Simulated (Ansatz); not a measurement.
# MgF2 (Sellaite): the cost of one run

Program: Ansatz 0.2.0. Level of theory: plane waves, PAW. These are calculated values, not measurements.

## (1) Starting point

It takes space group P4_2/mnm (No. 136, tetragonal). Conventional cell: a = 4.622 Å, b = 4.622 Å, c = 3.046 Å, α = 90.00°, β = 90.00°, γ = 90.00°. Mg (site symmetry mmm) is surrounded by 6 F at 1.98 to 1.99 Å. F (site symmetry m2m) is surrounded by 3 Mg at 1.98 to 1.99 Å.

Coordinates:

```cif
data_structure
_symmetry_space_group_name_H-M 'P 1'
_symmetry_Int_Tables_number 1
_cell_length_a 4.6220
_cell_length_b 4.6220
_cell_length_c 3.0461
_cell_angle_alpha 90.000
_cell_angle_beta 90.000
_cell_angle_gamma 90.000
_cell_volume 65.07
loop_
_atom_site_label
_atom_site_type_symbol
_atom_site_fract_x
_atom_site_fract_y
_atom_site_fract_z
_atom_site_occupancy
Mg1 Mg 0.00000 0.00000 0.00000 1
Mg2 Mg 0.50000 0.50000 0.50000 1
F1 F 0.30295 0.30295 0.00000 1
F2 F 0.19705 0.80295 0.50000 1
F3 F 0.69705 0.69705 0.00000 1
F4 F 0.80295 0.19705 0.50000 1
```

The cell was relaxed beforehand with r2SCAN; those runs aren't shown.

## (2) PBE, anion s p, 4×4×6

input.yaml reads:

```yaml
crystal:
  lattice:
    - [4.6220162603, 0.0, 0.0]
    - [0.0, 4.6220162603, 0.0]
    - [0.0, 0.0, 3.0461115452]
  atoms:
    - { symbol: Mg, position: [0.0, 0.0, 0.0] }
    - { symbol: Mg, position: [0.5, 0.5, 0.5] }
    - { symbol: F, position: [0.3029506052, 0.3029506052, 0.0] }
    - { symbol: F, position: [0.1970493948, 0.8029506052, 0.5] }
    - { symbol: F, position: [0.6970493948, 0.6970493948, 0.0] }
    - { symbol: F, position: [0.8029506052, 0.1970493948, 0.5] }
kpoints:
  mp_grid: { grid: [4, 4, 6] }
  band_path:
    path:
      - [[0.0, 0.0, 0.0], [2.823577200469e-52, 0.5, 0.0], [0.5, 0.5, 0.0], [0.0, 0.0, 0.0], [0.0, 0.0, 0.5], [2.823577200469e-52, 0.5, 0.5], [0.5, 0.5, 0.5], [0.0, 0.0, 0.5]]
      - [[2.823577200469e-52, 0.5, 0.0], [2.823577200469e-52, 0.5, 0.5]]
      - [[0.5, 0.5, 0.0], [0.5, 0.5, 0.5]]
    npoints: 10
hamiltonian:
  xc: pbe
scf:
  occupations: { method: fixed }
  n_extra_bands: 6
output:
  forces: false
  stress: false
  eigenvalues: true
  wannier:
    kmesh: [4, 4, 6]
    projections: [{ species: F, l: s, shell: 2 }, { species: F, l: p, shell: 2 }]
    minimise: true
    write_hr: true
    conv_tol: 1.0e-08
    max_iter: 3000
  write_density: true
  write_potential: true
  elf: true
  volumetric_format: npy
```

On the command line:

```bash
ansatz run input.yaml --threads 4 --pin off --max-ram 5529MiB --backend cpu --events-out ev --progress --plain --runs-dir out
```

Q: Estimate wall time and peak memory on 4 threads of Intel Xeon 6975P-C (Granite Rapids), shared host.

About 2.3 s, with a peak of 0.37 GiB.
